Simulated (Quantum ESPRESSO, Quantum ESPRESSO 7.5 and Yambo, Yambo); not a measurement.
**Quasiparticle gap of As (buckled honeycomb monolayer) in Yambo**

How does a plane-wave GW calculation on As (buckled honeycomb monolayer) run from the first input to the gap?

Calculated with Quantum ESPRESSO 7.5 and Yambo 5.3.0; PBE and many-body steps on it, plane waves.

## (1) Starting point

The cell holds 2 atoms: 2 As. Its edges and angles: a = 3.611 Å, b = 3.611 Å, c = 14.000 Å, α = 90.0°, β = 90.0°, γ = 120.0°. Vacuum lies along c.

The structure was relaxed with PBE. The runs that relaxed it are not among those shown.

## (2) Ground state

This step: Quantum ESPRESSO 7.5; DFT, PBE, plane waves, norm-conserving pseudopotentials.

The ground-state density comes first.

Contents of pw.in:

```
&control
  calculation = 'scf'
  prefix = 'x'
  outdir = 'o'
  pseudo_dir = 'pseudo'
/
&system
  ibrav = 0
  nat = 2
  ntyp = 1
  ecutwfc = 76.0
  nbnd = 20
  force_symmorphic = .true.
/
&electrons
  conv_thr = 1e-10
  electron_maxstep = 80
  mixing_beta = 0.5
/
ATOMIC_SPECIES
  As 74.922 As.upf
CELL_PARAMETERS angstrom
  3.6113925482 -0.0000000001 0.0000000000
  -1.8056962741 3.1275576898 0.0000000000
  0.0000000000 0.0000000000 14.0000000000
ATOMIC_POSITIONS crystal
  As 0.3333333333 0.6666666667 0.4503491423
  As 0.6666666667 0.3333333333 0.5496508577
K_POINTS automatic
  12 12 1 0 0 0
```

Launch:

```bash
> OMP_NUM_THREADS=1 mpirun -n 8 pw.x -nk 8 -in pw.in > pw.out
```

Log:

```text
Program PWSCF v.7.5 starts

     This program is part of the open-source Quantum ESPRESSO suite
     for quantum simulation of materials; please cite
         "P. Giannozzi et al., J. Phys.:Condens. Matter 21 395502 (2009);
         "P. Giannozzi et al., J. Phys.:Condens. Matter 29 465901 (2017);
         "P. Giannozzi et al., J. Chem. Phys. 152 154105 (2020);
     in publications or presentations arising from this work. More details at
     Message from routine setup:
     using ibrav=0 with symmetry is DISCOURAGED, use correct ibrav instead

     G-vector sticks info

     bravais-lattice index     =            0
     lattice parameter (alat)  =       6.8245  a.u.
     unit-cell volume          =    1067.0989 (a.u.)^3
     number of atoms/cell      =            2
     number of atomic types    =            1
     number of electrons       =        30.00
     number of Kohn-Sham states=           20
     kinetic-energy cutoff     =      76.0000  Ry
     charge density cutoff     =     304.0000  Ry
     scf convergence threshold =      1.0E-10
     mixing beta               =       0.5000
     number of iterations used =            8  plain     mixing
     Exchange-correlation= PBE
                           (   1   4   3   4   0   0   0)

     celldm(1)=   6.824543  celldm(2)=   0.000000  celldm(3)=   0.000000
     celldm(4)=   0.000000  celldm(5)=   0.000000  celldm(6)=   0.000000

     crystal axes: (cart. coord. in units of alat)
               a(1) = (   1.000000  -0.000000   0.000000 )
               a(2) = (  -0.500000   0.866025   0.000000 )
               a(3) = (   0.000000   0.000000   3.876621 )

     reciprocal axes: (cart. coord. in units 2 pi/alat)
               b(1) = (  1.000000  0.577350 -0.000000 )
               b(2) = (  0.000000  1.154701 -0.000000 )
               b(3) = ( -0.000000 -0.000000  0.257957 )
     Pseudo is Norm-conserving + core correction, Zval = 15.0
     Generated using ONCVPSP code by D. R. Hamann
     Using radial grid of 1358 points,  6 beta functions with:
     As               15.00    74.92200     As( 1.00)

     12 Sym. Ops., with inversion, found

   Cartesian axes

     site n.     atom                  positions (alat units)
         1        As     tau(   1) = (  -0.0000000   0.5773503   1.7458329  )
         2        As     tau(   2) = (   0.5000000   0.2886751   2.1307880  )

     number of k points=    19
                       cart. coord. in units 2pi/alat
        k(    1) = (   0.0000000   0.0000000   0.0000000), wk =   0.0138889
        k(    2) = (   0.0000000   0.0962250   0.0000000), wk =   0.0833333
        k(    3) = (   0.0000000   0.1924501   0.0000000), wk =   0.0833333
        k(    4) = (   0.0000000   0.2886751   0.0000000), wk =   0.0833333
        k(    5) = (   0.0000000   0.3849002   0.0000000), wk =   0.0833333
        k(    6) = (   0.0000000   0.4811252   0.0000000), wk =   0.0833333
        k(    7) = (  -0.0000000  -0.5773503   0.0000000), wk =   0.0416667
        k(    8) = (   0.0833333   0.1443376   0.0000000), wk =   0.0833333
        k(    9) = (   0.0833333   0.2405626   0.0000000), wk =   0.1666667
        k(   10) = (   0.0833333   0.3367877   0.0000000), wk =   0.1666667
     [... 7 further rows ...]
        k(   18) = (   0.2500000   0.5292377   0.0000000), wk =   0.1666667
        k(   19) = (   0.3333333   0.5773503   0.0000000), wk =   0.0277778

     Dense  grid:    95457 G-vectors     FFT dimensions: (  40,  40, 150)

     Initial potential from superposition of free atoms

     starting charge      29.9995, renormalised to      30.0000
     Starting wfcs are   18 randomized atomic wfcs +    2 random wfcs

     per-process dynamical memory:    65.6 Mb

     Self-consistent Calculation

     iteration #  1     ecut=    76.00 Ry     beta= 0.50

     Threshold (ethr) on eigenvalues was too large:
     Diagonalizing with lowered threshold

     total energy              =    -424.26399886 Ry
     estimated scf accuracy    <       0.02193908 Ry

     iteration #  2     ecut=    76.00 Ry     beta= 0.50

     total energy              =    -424.26433335 Ry
     estimated scf accuracy    <       0.00360337 Ry

     iteration #  3     ecut=    76.00 Ry     beta= 0.50

     total energy              =    -424.26456637 Ry
     estimated scf accuracy    <       0.00009679 Ry

     iteration #  4     ecut=    76.00 Ry     beta= 0.50

     total energy              =    -424.26458038 Ry
     estimated scf accuracy    <       0.00000663 Ry

     iteration #  5     ecut=    76.00 Ry     beta= 0.50

     total energy              =    -424.26458101 Ry
     estimated scf accuracy    <       0.00000030 Ry

     iteration #  6     ecut=    76.00 Ry     beta= 0.50

     total energy              =    -424.26458111 Ry
     estimated scf accuracy    <       0.00000002 Ry

     iteration #  7     ecut=    76.00 Ry     beta= 0.50

     total energy              =    -424.26458111 Ry
     estimated scf accuracy    <          3.4E-09 Ry

     iteration #  8     ecut=    76.00 Ry     beta= 0.50

     total energy              =    -424.26458111 Ry
     estimated scf accuracy    <          1.1E-09 Ry

     iteration #  9     ecut=    76.00 Ry     beta= 0.50

     End of self-consistent calculation

          k = 0.0000 0.0000 0.0000 ( 12049 PWs)   bands (ev):

   -36.3873 -36.3873 -36.3561 -36.3561 -36.2863 -36.2765 -36.2765 -36.2273
   -36.2183 -36.2183 -14.6245  -8.3377  -1.7059  -1.1908  -1.1908   0.7449
     2.3021   2.3021   3.8047   3.8602

          k = 0.0000 0.0962 0.0000 ( 11989 PWs)   bands (ev):

   -36.3873 -36.3855 -36.3552 -36.3541 -36.2872 -36.2775 -36.2751 -36.2286
   -36.2198 -36.2182 -14.5328  -8.3273  -2.0745  -1.6627  -1.3946   1.3674
     2.1899   2.5099   3.9152   3.9939

          k = 0.0000 0.1925 0.0000 ( 11975 PWs)   bands (ev):

   -36.3873 -36.3810 -36.3528 -36.3493 -36.2892 -36.2808 -36.2718 -36.2331
   -36.2236 -36.2185 -14.2603  -8.3435  -3.3765  -1.8475  -1.5718   1.0689
     2.8740   2.9194   4.2002   4.3711

          k = 0.0000 0.2887 0.0000 ( 11950 PWs)   bands (ev):

     [... further k-points ...]

     highest occupied, lowest unoccupied level (ev):    -1.1908    0.4471

!    total energy              =    -424.26458111 Ry
     estimated scf accuracy    <          5.3E-11 Ry

     The total energy is the sum of the following terms:
     one-electron contribution =    -992.13734684 Ry
     hartree contribution      =     499.05626769 Ry
     xc contribution           =     -94.93549001 Ry
     ewald contribution        =     163.75198804 Ry

     convergence has been achieved in   9 iterations

     XML data file, charge density, pseudopotentials, collected wavefunctions

=------------------------------------------------------------------------------=
   JOB DONE.
=------------------------------------------------------------------------------=
```

The job ended after 20 s (8 MPI ranks of AMD EPYC 7R43, shared host; peak memory 0.93 GiB).

This step gave:

```
total energy               : -5772.4137 eV
gap                        : 1.638 eV
k of the valence top       : 0, 0, 0
k of the conduction bottom : 0, 0.3333, 0
least direct gap           : 1.936 eV
```

The gap is indirect, with the least direct gap 0.30 eV higher.

## (3) Bands along the symmetry lines

Levels along a band path, at the cheap level, show where the edges lie and whether the meshes to come will hold them.

Contents of pw.in:

```
&control
  calculation = 'bands'
  prefix = 'x'
  outdir = 'o'
  pseudo_dir = 'pseudo'
/
&system
  ibrav = 0
  nat = 2
  ntyp = 1
  ecutwfc = 76.0
  nbnd = 21
  force_symmorphic = .true.
/
&electrons
  conv_thr = 1e-9
  electron_maxstep = 80
  diago_full_acc = .true.
  diago_thr_init = 5e-6
/
ATOMIC_SPECIES
  As 74.922 As.upf
CELL_PARAMETERS angstrom
  3.6113925482 -0.0000000001 0.0000000000
  -1.8056962741 3.1275576898 0.0000000000
  0.0000000000 0.0000000000 14.0000000000
ATOMIC_POSITIONS crystal
  As 0.3333333333 0.6666666667 0.4503491423
  As 0.6666666667 0.3333333333 0.5496508577
K_POINTS crystal
  25
  0.00000000 0.00000000 0.00000000 1
  0.06250000 0.00000000 0.00000000 1
  0.12500000 0.00000000 0.00000000 1
  0.18750000 0.00000000 0.00000000 1
  0.25000000 0.00000000 0.00000000 1
  0.31250000 0.00000000 0.00000000 1
  0.37500000 0.00000000 0.00000000 1
  0.43750000 0.00000000 0.00000000 1
  0.50000000 0.00000000 0.00000000 1
  0.47916667 0.04166667 0.00000000 1
  0.45833333 0.08333333 0.00000000 1
  0.43750000 0.12500000 0.00000000 1
  0.41666666 0.16666666 0.00000000 1
  0.39583333 0.20833333 0.00000000 1
  0.37500000 0.25000000 0.00000000 1
  0.35416666 0.29166666 0.00000000 1
  0.33333333 0.33333333 0.00000000 1
  0.29166666 0.29166666 0.00000000 1
  0.25000000 0.25000000 0.00000000 1
  0.20833333 0.20833333 0.00000000 1
  0.16666666 0.16666666 0.00000000 1
  0.12500000 0.12500000 0.00000000 1
  0.08333333 0.08333333 0.00000000 1
  0.04166667 0.04166667 0.00000000 1
  0.00000000 0.00000000 0.00000000 1
```

Log:

```text
[banner, memory and clock lines left out]
Program PWSCF v.7.5 starts

     Atomic positions and unit cell read from directory:
     o/x.save/

     Message from routine setup:
     using ibrav=0 with symmetry is DISCOURAGED, use correct ibrav instead

     G-vector sticks info

     bravais-lattice index     =            0
     lattice parameter (alat)  =       6.8245  a.u.
     unit-cell volume          =    1067.0989 (a.u.)^3
     number of atoms/cell      =            2
     number of atomic types    =            1
     number of electrons       =        30.00
     number of Kohn-Sham states=           21
     kinetic-energy cutoff     =      76.0000  Ry
     charge density cutoff     =     304.0000  Ry
     Exchange-correlation= PBE
                           (   1   4   3   4   0   0   0)

     celldm(1)=   6.824543  celldm(2)=   0.000000  celldm(3)=   0.000000
     celldm(4)=   0.000000  celldm(5)=   0.000000  celldm(6)=   0.000000

     crystal axes: (cart. coord. in units of alat)
               a(1) = (   1.000000  -0.000000   0.000000 )
               a(2) = (  -0.500000   0.866025   0.000000 )
               a(3) = (   0.000000   0.000000   3.876621 )

     reciprocal axes: (cart. coord. in units 2 pi/alat)
               b(1) = (  1.000000  0.577350 -0.000000 )
               b(2) = (  0.000000  1.154701 -0.000000 )
               b(3) = ( -0.000000 -0.000000  0.257957 )
     Pseudo is Norm-conserving + core correction, Zval = 15.0
     Generated using ONCVPSP code by D. R. Hamann
     Using radial grid of 1358 points,  6 beta functions with:
     As               15.00    74.92200     As( 1.00)

     12 Sym. Ops., with inversion, found

   Cartesian axes

     site n.     atom                  positions (alat units)
         1        As     tau(   1) = (  -0.0000000   0.5773503   1.7458329  )
         2        As     tau(   2) = (   0.5000000   0.2886751   2.1307880  )

     number of k points=    25
                       cart. coord. in units 2pi/alat
        k(    1) = (   0.0000000   0.0000000   0.0000000), wk =   0.0800000
        k(    2) = (   0.0625000   0.0360844   0.0000000), wk =   0.0800000
        k(    3) = (   0.1250000   0.0721688   0.0000000), wk =   0.0800000
[...]
[... 13 further rows ...]
        k(   24) = (   0.0416667   0.0721688   0.0000000), wk =   0.0800000
        k(   25) = (   0.0000000   0.0000000   0.0000000), wk =   0.0800000

     Dense  grid:    95457 G-vectors     FFT dimensions: (  40,  40, 150)

     The potential is recalculated from file :
     o/x.save/charge-density

     Starting wfcs are   18 randomized atomic wfcs +    3 random wfcs

     Band Structure Calculation

     End of band structure calculation

          k = 0.0000 0.0000 0.0000 ( 12049 PWs)   bands (ev):

   -36.3872 -36.3872 -36.3560 -36.3560 -36.2863 -36.2764 -36.2764 -36.2272
   -36.2183 -36.2183 -14.6245  -8.3377  -1.7059  -1.1908  -1.1908   0.7449
     2.3021   2.3021   3.8047   3.8602   5.7462

          k = 0.0625 0.0361 0.0000 ( 11985 PWs)   bands (ev):

   -36.3872 -36.3862 -36.3554 -36.3548 -36.2867 -36.2770 -36.2756 -36.2279
[...]
2.1950   2.4249   3.8684   3.9350   5.8020

          k = 0.1250 0.0722 0.0000 ( 11987 PWs)   bands (ev):

[...]
2.4732   2.7124   4.0401   4.1608   5.9159

[...]
k = 0.0417 0.0722 0.0000 ( 11985 PWs)   bands (ev):

[...]
2.1287   2.4940   3.8892   3.9599   5.8178

          k = 0.0000 0.0000 0.0000 ( 12049 PWs)   bands (ev):

   -36.3872 -36.3872 -36.3560 -36.3560 -36.2863 -36.2764 -36.2764 -36.2272
   -36.2183 -36.2183 -14.6245  -8.3377  -1.7059  -1.1908  -1.1908   0.7449
     2.3021   2.3021   3.8047   3.8602   5.7462

     XML data file, pseudopotentials, collected wavefunctions
```

It took 9.3 s on 8 MPI ranks; peak memory 0.8 GiB.

Numbers from this step:

| Property | Result |
| --- | --- |
| gap | 1.622 eV |
| k of the valence top | 0, 0, 0 |
| k of the conduction bottom | 0.3125, 0, 0 |
| least direct gap | 1.936 eV |

The gap is 1.622 eV, −0.015 eV from the run before at this level.

The electronic bands at the labelled points (eV, zero at the top of the highest filled band):

```csv
point,band 12,band 13,band 14,band 15,band 16,band 17,band 18,band 19
Γ,-7.15,-0.52,0.00,0.00,1.94,3.49,3.49,5.00
halfway,-7.35,-3.17,-1.14,-0.40,1.74,4.31,4.41,5.81
M,-9.09,-3.37,-1.86,-1.54,1.99,3.17,4.51,6.32
halfway,-9.22,-3.72,-2.42,-1.54,2.69,3.65,4.19,6.85
K,-9.92,-4.32,-1.96,-1.96,2.04,4.57,4.57,8.11
halfway,-7.52,-3.17,-2.23,-0.38,2.79,3.48,4.71,6.16
Γ,-7.15,-0.52,0.00,0.00,1.94,3.49,3.49,5.00
```

The electronic bands as a text plot (rows in eV, shown from -8.0 to 5.1 only):

```
    4.8 |+             +++++++         +++++++++++++++++++      +
    4.2 |      ++++++++       +++++++++++  +++            +++
    3.7 |++++++        +++         +          +++   +++      ++++
    3.1 | +++             +++++++++              +++   +++++++++
    2.6 | +++++                 +  +++        +++   ++++++   +++
    2.1 |+     +++        ++++++      ++++++++                  +
    1.5 |         ++++++++
    1.0 |
    0.4 |
   -0.1 |****  ***                                  ******   ****
   -0.7 |**************                          ***      *******
   -1.2 |         **********                  ***      ***
   -1.7 |    **        ***********************            ***
   -2.3 |      ***              *********  ***      ***
   -2.8 |                                     ******   ***
   -3.4 |         *****************              ******
   -3.9 |                          ****    ******
   -4.5 |                              ****
   -5.0 |
   -5.6 |
   -6.1 |
   -6.6 |
   -7.2 |************                                  **********
   -7.7 |            **                             ***
         Γ                   M           K                      Γ
```

## (4) Empty states on the mesh, 6×6×1 mesh, 89 bands

The sums over transitions need many empty states on a uniform mesh; this step solves for them.

Contents of pw.in:

```
&control
  calculation = 'nscf'
  prefix = 'x'
  outdir = 'o'
  pseudo_dir = 'pseudo'
/
&system
  ibrav = 0
  nat = 2
  ntyp = 1
  ecutwfc = 76.0
  nbnd = 89
  force_symmorphic = .true.
/
&electrons
  conv_thr = 1e-9
  electron_maxstep = 80
  diago_full_acc = .true.
  diago_thr_init = 5e-6
/
ATOMIC_SPECIES
  As 74.922 As.upf
CELL_PARAMETERS angstrom
  3.6113925482 -0.0000000001 0.0000000000
  -1.8056962741 3.1275576898 0.0000000000
  0.0000000000 0.0000000000 14.0000000000
ATOMIC_POSITIONS crystal
  As 0.3333333333 0.6666666667 0.4503491423
  As 0.6666666667 0.3333333333 0.5496508577
K_POINTS automatic
  6 6 1 0 0 0
```

Launch:

```bash
> OMP_NUM_THREADS=1 mpirun -n 8 pw.x -nk 4 -in pw.in > pw.out
```

Log:

```text
[banner, memory and clock lines left out]
Program PWSCF v.7.5 starts

     Atomic positions and unit cell read from directory:
     o/x.save/

     Message from routine setup:
     using ibrav=0 with symmetry is DISCOURAGED, use correct ibrav instead

     bravais-lattice index     =            0
     lattice parameter (alat)  =       6.8245  a.u.
     unit-cell volume          =    1067.0989 (a.u.)^3
     number of atoms/cell      =            2
     number of atomic types    =            1
     number of electrons       =        30.00
     number of Kohn-Sham states=           89
     kinetic-energy cutoff     =      76.0000  Ry
     charge density cutoff     =     304.0000  Ry
     Exchange-correlation= PBE
                           (   1   4   3   4   0   0   0)

     celldm(1)=   6.824543  celldm(2)=   0.000000  celldm(3)=   0.000000
     celldm(4)=   0.000000  celldm(5)=   0.000000  celldm(6)=   0.000000

     crystal axes: (cart. coord. in units of alat)
               a(1) = (   1.000000  -0.000000   0.000000 )
               a(2) = (  -0.500000   0.866025   0.000000 )
               a(3) = (   0.000000   0.000000   3.876621 )

     reciprocal axes: (cart. coord. in units 2 pi/alat)
               b(1) = (  1.000000  0.577350 -0.000000 )
               b(2) = (  0.000000  1.154701 -0.000000 )
               b(3) = ( -0.000000 -0.000000  0.257957 )
     Pseudo is Norm-conserving + core correction, Zval = 15.0
     Generated using ONCVPSP code by D. R. Hamann
     Using radial grid of 1358 points,  6 beta functions with:
     As               15.00    74.92200     As( 1.00)

     12 Sym. Ops., with inversion, found

   Cartesian axes

     site n.     atom                  positions (alat units)
         1        As     tau(   1) = (  -0.0000000   0.5773503   1.7458329  )
         2        As     tau(   2) = (   0.5000000   0.2886751   2.1307880  )

     number of k points=     7
                       cart. coord. in units 2pi/alat
        k(    1) = (   0.0000000   0.0000000   0.0000000), wk =   0.0555556
        k(    2) = (   0.0000000   0.1924501   0.0000000), wk =   0.3333333
        k(    3) = (   0.0000000   0.3849002   0.0000000), wk =   0.3333333
        k(    4) = (  -0.0000000  -0.5773503   0.0000000), wk =   0.1666667
        k(    5) = (   0.1666667   0.2886751   0.0000000), wk =   0.3333333
        k(    6) = (   0.1666667   0.4811252   0.0000000), wk =   0.6666667
        k(    7) = (   0.3333333   0.5773503   0.0000000), wk =   0.1111111

     Dense  grid:    95457 G-vectors     FFT dimensions: (  40,  40, 150)

     The potential is recalculated from file :
     o/x.save/charge-density

     Starting wfcs are   18 randomized atomic wfcs +   71 random wfcs

     Band Structure Calculation

     End of band structure calculation

          k = 0.0000 0.0000 0.0000 ( 12049 PWs)   bands (ev):

   -36.3872 -36.3872 -36.3560 -36.3560 -36.2863 -36.2764 -36.2764 -36.2272
   -36.2183 -36.2183 -14.6245  -8.3377  -1.7059  -1.1908  -1.1908   0.7449
     2.3021   2.3021   3.8047   3.8602   5.7462   7.0097   8.0039   8.9776
[...]
33.8997

          k = 0.0000 0.1925 0.0000 ( 11975 PWs)   bands (ev):

[...]
34.7895

          k = 0.0000 0.3849 0.0000 ( 11944 PWs)   bands (ev):

[...]
29.6949  29.9048  29.9395  30.4629  30.6375  31.1528  31.4642  31.5106
    32.1847  32.9839  33.2706  33.4575  33.5267  33.6551  33.7713  33.8466
    34.2831

          k =-0.0000-0.5774 0.0000 ( 11918 PWs)   bands (ev):

     [... further k-points ...]

     highest occupied, lowest unoccupied level (ev):    -1.1908    0.4471

     XML data file, pseudopotentials, collected wavefunctions
```

It took 14 s on 8 MPI ranks; peak memory 0.87 GiB; 1.7 min of CPU time.

Numbers from this step:

```yaml
gap: 1.638 eV
k_of_the_valence_top: 0, 0, 0
k_of_the_conduction_bottom: 0, 0.3333, 0
least_direct_gap: 1.936 eV
k_points_computed: 7
lowest_point_of_the_top_converged_band_above_the_valence_top: 35.09 eV
```

On this mesh the gap is 1.638 eV.

(Part 1 of 2 ends here.)

[Paths, hosts, dates, memory and timing lines, banners, echoed tables and standing remarks are left out of the program output.]

[Logs are printed without paths, hosts, clocks, repeated set-up lines and the standing remarks that a program may print on its own settings, such as how far it seeks lower states.]

[Runs of the session that timed out or met a known fault of the program may be left out.]

[Hosts, paths, dates, database ids (printed as entryN), source tags and the programs' standing remarks are cut or masked in the printed files.]
